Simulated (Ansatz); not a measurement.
Runs of Ansatz 0.2.0 on ZrSe2. It takes space group P-3m1 (No. 164, trigonal). Conventional cell: a = 3.798 Å, b = 3.798 Å, c = 6.192 Å, α = 90.00°, β = 90.00°, γ = 120.00°. Zr (site symmetry -3m) has 6 Se at 2.68 Å as nearest neighbours. Se (site symmetry 3m) is surrounded by 3 Zr at 2.68 Å. 

```tsv
task	level	cell	k mesh	cutoff (eV)	smearing	points for each segment of the path	atoms under strain	gap on the mesh (eV)	pressure (GPa)	largest force (eV/Å)
band structure	BLYP	as given	8 × 8 × 5	420	fermi-dirac 0.05 eV	14	-	0.46	5.6	(c)
relaxation of cell and atoms	revPBE	relaxed	8 × 8 × 5	420	fermi-dirac 0.05 eV	-	-	0.58	0.0	-
band structure	r2SCAN+rVV10	as given	8 × 8 × 5	500	gaussian 0.1 eV	14	-	0.70	0.5	0.18
elastic constants	PBE	as given	6 × 6 × 4	420	fixed	-	relaxed	(a)	0.8	-
single point	PBE	as given	8 × 8 × 5	420	gaussian 0.1 eV	-	-	(b)	1.9	0.28
```

Alike in all rows: potentials or basis Ansatz PAW; no spin polarisation.

Problem. Estimate the missing entries.

Solution. (a) 0.30; (b) 0.41; (c) 0.46.

Caveats: this functional lacks dispersion, which binds the layers, so the pressure and a relaxed spacing across them are unreliable (some runs); the PAW data sets come from PBE, with cores solved anew for the run's functional, which leaves a small shift of forces and pressure (some runs); odd divisions of the mesh miss points on the zone boundary, where band edges often lie, so the gap on the mesh can be too wide (some runs); the plane-wave basis is chosen anew once the cell has moved, so the energies of steps on either side of that aren't comparable (some runs); this functional lacks dispersion, which binds the layers, so the pressure and a relaxed spacing across them are unreliable, and here the layers came unbound (some runs).

A k mesh can miss the band edges, and the runs leave out spin-orbit coupling on Se, Zr.
